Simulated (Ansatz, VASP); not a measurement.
MgO in VASP and in Ansatz

File POSCAR:

```
MgO
1.0
    0.0342300849      2.2820056627      2.2820056627
    2.2820056627      0.0342300849      2.2820056627
    2.3162357476      2.3162357476      0.0000000000
Mg O
1 1
Direct
    0.0026811211      0.0026811211     -0.0026811211
    0.2473188789      0.2473188789      0.2526811211
```

File INCAR.step1:

```
SYSTEM = MgO
  ALGO = Normal
  EDIFF = 1E-4
  ENCUT = 520
  GGA = PE
  ISMEAR = 0
  LASPH = .True.
  LCHARG = .False.
  LREAL = .False.
  LWAVE = .True.
  NBANDS = 11
  NELM = 100
  PREC = Accurate
  SIGMA = 0.01
```

The input INCAR.step2:

```
SYSTEM = MgO
  ALGO = Normal
  EDIFF = 1E-7
  ENCUT = 520
  ISIF = 2
  ISMEAR = 0
  ISTART = 1
  LASPH = .True.
  LCHARG = .False.
  LMIXTAU = .True.
  LREAL = .False.
  LWAVE = .False.
  METAGGA = R2SCAN
  NBANDS = 11
  NELM = 100
  PREC = Accurate
  SIGMA = 0.01
```

KPOINTS

```
k-points
0
Gamma
  10 10 10
  0 0 0
```

Input for Ansatz:

```yaml
crystal:
  lattice:
    - [0.0342300849, 2.2820056627, 2.2820056627]
    - [2.2820056627, 0.0342300849, 2.2820056627]
    - [2.3162357476, 2.3162357476, 0.0]
  atoms:
    - { symbol: Mg, position: [0.0026811211, 0.0026811211, -0.0026811211] }
    - { symbol: O, position: [0.2473188789, 0.2473188789, 0.2526811211] }
kpoints:
  mp_grid: { grid: [10, 10, 10] }
  band_path:
    path:
      - [0.0, 0.0, 0.0]
      - [-0.5, -0.5, 0.0]
      - [-0.375, -0.375, 0.25]
      - [-0.375, 0.0, 0.375]
      - [0.0, 0.0, 0.5]
      - [-0.5, -0.25, 0.25]
    npoints: 1
hamiltonian:
  xc: r2scan
scf:
  occupations: { method: fixed }
  n_extra_bands: 4
output:
  forces: true
  stress: true
  eigenvalues: true
```

Change from the starting cell: shear_xy strain +3.0%.

Alike in both runs: task single point; functional r2SCAN; k mesh 10 × 10 × 10; no spin polarisation.

|  | VASP | Ansatz |
| --- | --- | --- |
| version | VASP 6.6.1 | Ansatz 0.2.0 |
| potentials or method | VASP PAW PBE potentials, release 64 (Mg, O) | plane waves, PAW |
| plane-wave cutoff (eV) | 520 | 500 |
| occupations | gaussian, width 0.01 eV | fixed |
| valence electrons in the cell | 8 | 16 |

Ansatz gave:

```
gap on the k mesh at the Fermi level (eV)       : 4.24
pressure (GPa)                                  : 0.0
largest component of the traceless stress (GPa) : 2.63
```

Question: Estimate VASP's values.

Answer: gap on the k mesh at the Fermi level (eV): 4.23; pressure (GPa): -0.6; largest component of the traceless stress (GPa): 2.68.

The two sets of potentials don't hold the same shells in valence.

Caveats: the PAW data sets were made with another functional, which shifts forces and pressure a little (VASP).
